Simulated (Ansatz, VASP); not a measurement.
# Cross-check of NiS between VASP and Ansatz, part 2 of 2

One calculation is typed for both programs; each brings its own data sets. How far apart do they land? The two relaxations start from unlike cells of this crystal (the structure described is Ansatz's start), so only their ends are compared.

VASP 6.6.1 and Ansatz 0.2.0.

So far: The structure; Ansatz: relaxation of cell and atoms, BLYP.

**3. VASP: relaxation of cell and atoms, BLYP**

Level of this step: BLYP, spin-polarised from an antiferromagnetic start; plane waves and PAW (Ni, S) (VASP).

Its own start cell and the same functional (in two slightly different forms), mesh and smearing now go to VASP, with its own data sets.

Lines of VASP's logs that name or quote its potential files are left out, and so is its time.

Input file INCAR:

```
SYSTEM = NiS
PREC = Accurate
ENCUT = 600
EDIFF = 1E-07
NELM = 200
ISMEAR = 0
SIGMA = 0.1
LREAL = .FALSE.
ALGO = Normal
GGA = B5
ALDAX = 1
AGGAX = 1
AGGAC = 1
ALDAC = 0
NBANDS = 24
ISPIN = 2
MAGMOM = 0.69 -0.69 0 0
LASPH = .TRUE.
LMAXMIX = 4
LORBIT = 11
LWAVE = .FALSE.
LCHARG = .FALSE.
ISIF = 3
IBRION = 2
NSW = 80
EDIFFG = -0.005
GGA_COMPAT = .FALSE.
NELMIN = 4
KPAR = 2
```

Input file POSCAR:

```
NiS
1.0
    3.5224371774      0.0000000000      0.0000000000
   -1.7612185887      3.0505199329      0.0000000000
    0.0000000000      0.0000000000      5.3478106548
Ni S
2 2
Direct
    0.0000000000      0.0000000000      0.0000000000
    0.0000000000      0.0000000000      0.5000000000
    0.3333332772      0.6666665545      0.2500000000
    0.6666667228      0.3333334455      0.7500000000
```

Input file KPOINTS:

```
Automatic mesh
0
Gamma
12 12 8
0 0 0
```

Potentials, in the order of the species: Ni and S (PBE family, release 64).

Launch:

```bash
mpirun -np 2 vasp_std
```

Numbers of over 12 decimals in the logs are rounded to 6 here.

Log:

```text
[banner, memory and clock lines left out]
running    2 mpi-ranks, on    1 nodes
 distrk:  each k-point on    1 cores,    2 groups
 distr:  one band on    1 cores,    1 groups

 POSCAR found type information on POSCAR NiS
 POSCAR found :  2 types and       4 ions
|                                                                             |
|               ----> ADVICE to this user running VASP <----                  |
|                                                                             |
|     You enforced a specific xc type in the INCAR file but a different       |
|     [... a line on the potential file left out ...]
|     I HOPE YOU KNOW WHAT YOU ARE DOING!                                     |
|                                                                             |

 LDA part: xc-table for (Slater(with rela. corr.)+VWN5), standard interpolation
 POSCAR, INCAR and KPOINTS ok, starting setup
 FFT: planning ... GRIDC
 FFT: planning ... GRID_SOFT
 FFT: planning ... GRID
 WAVECAR not read
 entering main loop
       N       E                     dE             d eps       ncg     rms          rms(c)
DAV:   1     0.229947410094E+03    0.22995E+03   -0.15551E+04  9144   0.169E+03
DAV:   2     0.155064535618E+01   -0.22840E+03   -0.21311E+03  9552   0.334E+02
DAV:   3    -0.187362884552E+02   -0.20287E+02   -0.19289E+02 11472   0.109E+02
DAV:   4    -0.193961381563E+02   -0.65985E+00   -0.65789E+00 10808   0.196E+01
DAV:   5    -0.194202629669E+02   -0.24125E-01   -0.24120E-01 13080   0.378E+00    0.176E+01
DAV:   6    -0.213297492020E+02   -0.19095E+01   -0.24831E+01 11456   0.926E+01    0.224E+01
DAV:   7    -0.173374311885E+02    0.39923E+01   -0.94029E+00 10648   0.745E+01    0.645E+00
DAV:   8    -0.174571969928E+02   -0.11977E+00   -0.11976E+00 11056   0.706E+00    0.243E+00
DAV:   9    -0.174355373066E+02    0.21660E-01   -0.39513E-02 13016   0.390E+00    0.804E-01
DAV:  10    -0.174350078592E+02    0.52945E-03   -0.13647E-02 14416   0.118E+00    0.380E-01
DAV:  11    -0.174357670438E+02   -0.75918E-03   -0.18516E-03 14280   0.827E-01    0.192E-01
DAV:  12    -0.174359986116E+02   -0.23157E-03   -0.70842E-04 14456   0.544E-01    0.914E-02
DAV:  13    -0.174361152158E+02   -0.11660E-03   -0.21352E-04 14600   0.313E-01    0.880E-02
DAV:  14    -0.174362018136E+02   -0.86598E-04   -0.14243E-04 12512   0.415E-01    0.462E-02
DAV:  15    -0.174362170027E+02   -0.15189E-04   -0.15379E-04 13976   0.348E-01    0.168E-02
DAV:  16    -0.174362220067E+02   -0.50040E-05   -0.48527E-05 11880   0.793E-02    0.609E-03
DAV:  17    -0.174362222900E+02   -0.28338E-06   -0.17458E-06 13272   0.288E-02    0.354E-03
DAV:  18    -0.174362223871E+02   -0.97078E-07   -0.28647E-07  8856   0.993E-03
   1 F= -.17436222E+02 E0= -.17430829E+02  d E =-.174362E+02  mag=     0.0000
[...]
2 F= -.17439813E+02 E0= -.17435044E+02  d E =-.359042E-02  mag=     0.0000
[...]
3 F= -.17439908E+02 E0= -.17435047E+02  d E =-.368598E-02  mag=    -0.0000
[...]
4 F= -.17439907E+02 E0= -.17435057E+02  d E =-.368495E-02  mag=    -0.0000
[...]
5 F= -.17439968E+02 E0= -.17435132E+02  d E =-.606525E-04  mag=    -0.0000
[...]
6 F= -.17439981E+02 E0= -.17435182E+02  d E =-.739763E-04  mag=     0.0000
 curvature:  -0.74 expect dE=-0.320E-04 dE for cont linesearch -0.116E-04
 ZBRENT: interpolating
 opt :   2.3527  next Energy=   -17.440000 (dE=-0.927E-04)
 bond charge predicted
       N       E                     dE             d eps       ncg     rms          rms(c)
DAV:   1    -0.174401190467E+02   -0.13770E-03   -0.55402E-03 10032   0.495E-01    0.884E-02
DAV:   2    -0.174400401169E+02    0.78930E-04   -0.17668E-04 12392   0.235E-01    0.536E-02
DAV:   3    -0.174400234731E+02    0.16644E-04   -0.11576E-04 10752   0.233E-01    0.456E-02
DAV:   4    -0.174399989344E+02    0.24539E-04   -0.36835E-05 11680   0.142E-01    0.583E-03
DAV:   5    -0.174399995376E+02   -0.60313E-06   -0.79880E-06 10832   0.296E-02    0.474E-03
DAV:   6    -0.174399995243E+02    0.13286E-07   -0.22203E-07  8632   0.639E-03
   7 F= -.17440000E+02 E0= -.17435187E+02  d E =-.921874E-04  mag=    -0.0000
 curvature:  -1.19 expect dE=-0.831E-05 dE for cont linesearch -0.439E-07
 trial: gam=-0.00077 g(F)=  0.387E-42 g(S)=  0.698E-05 ort =-0.173E-05 (trialstep = 0.125E+01)
 search vector abs. value=  0.698E-05
 reached required accuracy - stopping structural energy minimisation
```

From OUTCAR (step 3):

```text
ion  position               nearest neighbor table
   1  0.000  0.000  0.000-   3 2.43   4 2.43   4 2.43   3 2.43   4 2.43   3 2.43   2 2.67   2 2.67

  LATTYP: Found a hexagonal cell.
 ALAT       =     3.5224371774
 C/A-ratio  =     1.5182132102

 Subroutine GETGRP returns: Found 24 space group operations
 (whereof 12 operations were pure point group operations)

The static configuration has the point symmetry D_3d.
 The point group associated with its full space group is D_6h.

 Found     95 irreducible k-points:

   k-points           NKPTS =     95   k-points in BZ     NKDIM =     95   number of bands    NBANDS=     24

   dimension x,y,z NGX =    28 NGY =   28 NGZ =   48
   dimension x,y,z NGXF=    56 NGYF=   56 NGZF=   96

   ENCUT  =  600.0 eV  44.10 Ry    6.64 a.u.   7.04  7.04 10.68*2*pi/ulx,y,z

   NELECT =      32.0000    total number of electrons

 k-points in reciprocal lattice and weights: Automatic mesh
   0.00000000  0.00000000  0.00000000       0.001
   0.08333333  0.00000000  0.00000000       0.005
   0.16666667 -0.00000000  0.00000000       0.005
   0.25000000 -0.00000000  0.00000000       0.005
   0.33333333  0.00000000  0.00000000       0.005
   0.41666667 -0.00000000  0.00000000       0.005
   0.50000000 -0.00000000  0.00000000       0.003
   0.08333333  0.08333333  0.00000000       0.005
   0.16666667  0.08333333  0.00000000       0.010
[...]
0.33333333  0.25000000  0.50000000       0.010
   0.33333333  0.33333333  0.50000000       0.002

 average (electrostatic) potential at core
       1 -83.6579       2 -83.6579       3 -84.2755       4 -84.2755

 E-fermi :   7.8992

 spin component 1
 k-point     1 :       0.0000    0.0000    0.0000
  band No.  band energies     occupation
    ...
     12       6.4372      1.00000
     13       6.5744      1.00000
     14       6.5744      1.00000
     15       7.1782      1.00000
     16       7.4537      1.00000
     17       9.2734      0.00000
     18       9.2734      0.00000
     19      11.6542      0.00000
     20      11.8232      0.00000
     21      14.8659      0.00000
    ...

 k-point     2 :       0.0833    0.0000    0.0000
  band No.  band energies     occupation
    ...
     12       6.4716      1.00000
     13       6.5536      1.00000
     14       6.6247      1.00000
     15       7.4310      1.00000
     16       7.4461      1.00000
     17       8.9748      0.00000
     18       9.2244      0.00000
     19      12.0723      0.00000
     20      12.2821      0.00000
     21      14.7257      0.00000
    ...

 k-point     3 :       0.1667   -0.0000    0.0000
  band No.  band energies     occupation
    ...
     12       6.4816      1.00000
     13       6.5216      1.00000
     14       6.6979      1.00000
     15       7.3878      1.00000
     16       7.8191      0.87117
     17       8.4732      0.00000
     18       9.1549      0.00000
     19      12.9572      0.00000
     20      12.9804      0.00000
     21      14.7843      0.00000
    ...

 k-point     4 :       0.2500   -0.0000    0.0000
  band No.  band energies     occupation
    ...
     12       6.4702      1.00000
     13       6.4810      1.00000
     14       6.6650      1.00000
     15       7.2737      1.00000
     16       7.6546      0.99973
     17       8.4645      0.00000
     18       9.1671      0.00000
     19      12.9933      0.00000
     20      13.6227      0.00000
     21      13.8746      0.00000
    ...

 k-point     5 :       0.3333    0.0000    0.0000
  band No.  band energies     occupation
    ...
     12       6.4001      1.00000
     13       6.4382      1.00000
     14       6.5930      1.00000
     15       7.0610      1.00000
     16       7.3263      1.00000
     17       8.5865      0.00000
     18       9.2478      0.00000
     19      12.7968      0.00000
     20      13.0572      0.00000
     21      13.4857      0.00000
    ...

 k-point     6 :       0.4167   -0.0000    0.0000
  band No.  band energies     occupation
    ...
     12       6.2547      1.00000
     13       6.4021      1.00000
     14       6.5774      1.00000
     15       6.8327      1.00000
     16       7.1672      1.00000
     17       8.5645      0.00000
     18       9.3277      0.00000
     19      12.7026      0.00000
     20      12.7444      0.00000
     21      13.0789      0.00000
    ...

  Total       -0.0133286     -0.0133286     -0.0149411      0.0000000      0.0000000      0.0000000
  in kB       -0.3659038     -0.3659038     -0.4101719      0.0000000      0.0000000      0.0000000
  external PRESSURE =      -0.3806598 kB  Pullay stress =       0.0000000 kB

  energy-cutoff  :      600.00
  volume of cell :       58.36
      direct lattice vectors                 reciprocal lattice vectors
     3.536233908  0.000000000  0.000000000     0.282786723  0.163266999  0.000000000
    -1.768116954  3.062468250 -0.000000000     0.000000000  0.326533998  0.000000000
     0.000000000 -0.000000000  5.389095662     0.000000000  0.000000000  0.185559890

 POSITION                                       TOTAL-FORCE (eV/Angst)
 -----------------------------------------------------------------------------------
      0.00000      0.00000     -0.00000         0.000000      0.000000      0.000000
      0.00000     -0.00000      2.69455         0.000000      0.000000      0.000000
     -0.00000      2.04165      1.34727         0.000000     -0.000000      0.000000
      1.76812      1.02082      4.04182        -0.000000     -0.000000     -0.000000
 -----------------------------------------------------------------------------------
    total drift:                                0.000000     -0.000000      0.000000

  FREE ENERGIE OF THE ION-ELECTRON SYSTEM (eV)
  ---------------------------------------------------
  free  energy   TOTEN  =       -17.4399995243 eV

  energy  without entropy=      -17.4303748393  energy(sigma->0) =      -17.43518718

 reached required accuracy - stopping structural energy minimisation

 total charge
# of ion       s       p       d       tot
------------------------------------------
    1        0.357   0.385   8.387   9.130
    2        0.357   0.385   8.387   9.130
    3        1.364   2.312   0.000   3.675
    4        1.364   2.312   0.000   3.675
--------------------------------------------------
tot          3.442   5.394  16.774  25.610

 magnetization (x)
# of ion       s       p       d       tot
------------------------------------------
    1       -0.005  -0.011   0.634   0.619
    2        0.005   0.011  -0.634  -0.619
    3        0.000   0.000   0.000   0.000
    4        0.000   0.000   0.000   0.000
--------------------------------------------------
tot          0.000   0.000  -0.000  -0.000

[... 1 further part left out ...]
```

CONTCAR:

```
NiS
   1.00000000000000
     3.5362339078038514    0.0000000000000000    0.0000000000000000
    -1.7681169539019257    3.0624682502090237   -0.0000000000000000
     0.0000000000000000   -0.0000000000000000    5.3890956615083070
  Ni              S
     2     2
Direct
     0.0000000000000000    0.0000000000000000    0.0000000000000000
     0.0000000000000000    0.0000000000000000    0.5000000000000000
     0.3333332771999977    0.6666665544999972    0.2500000000000000
     0.6666667228000023    0.3333334455000028    0.7500000000000000
```

The magnetic state follows from one typed start and may not be the lowest. The run keeps the 24 symmetry operations of its start, so it cannot find a distortion of lower symmetry.

**4. Side by side**

Known differences besides the potentials themselves: VASP starts from the moments at which Ansatz ended; the data sets hold 48 valence electrons in Ansatz (on its default PAW (the set named soft_2) files) and 32 in VASP; the cutoff is 420 eV in Ansatz and 600 eV in VASP; Ansatz makes its cores anew for this functional, VASP keeps those of its PBE data sets; VASP's log shows a relativistic correction to its local exchange, Ansatz's none; Ansatz adds a Pulay correction to the stress that steers its cell, VASP none; site moments are counted in spheres of each program's own size. Total energies have different zeros and are not compared.

The two programs side by side:

```csv
quantity,Ansatz,VASP,difference
volume (Å³),58.51,58.36,+0.26 %
"edge a after relaxation, in the typed setting (Å)",3.540,3.536,+0.10 %
"edge c after relaxation, in the typed setting (Å)",5.393,5.389,+0.07 %
moment on Ni1 (μB),0.69,0.62,+0.07
moment on Ni2 (μB),-0.69,-0.62,-0.07
```

**5. Results**

| Quantity | Value |
| --- | --- |
| difference in volume (relaxation of cell and atoms, BLYP) | 0.26 % |

The difference in volume is 0.26 % (relaxation of cell and atoms, BLYP), within the 1.2 % picked in this series as the mark of a large difference, as far as the stopping tolerances let one tell. The data sets hold unlike numbers of valence electrons (48 in Ansatz and 32 in VASP), so part of the differences comes from the potentials. 1 further run of this series is not shown here. Such differences can come from data sets, numerical settings and the points named under the comparisons, not from the functional's error against experiment.

[Lines on the potential files, build, host, timing and source positions are cut from VASP's logs without a mark.]

[Logs are printed without paths, hosts, clocks, repeated set-up lines and the standing remarks that a program may print on its own settings, such as how far it seeks lower states.]

[Hosts, paths, dates, database ids (printed as entryN), source tags and the programs' standing remarks are cut or masked in the printed files.]
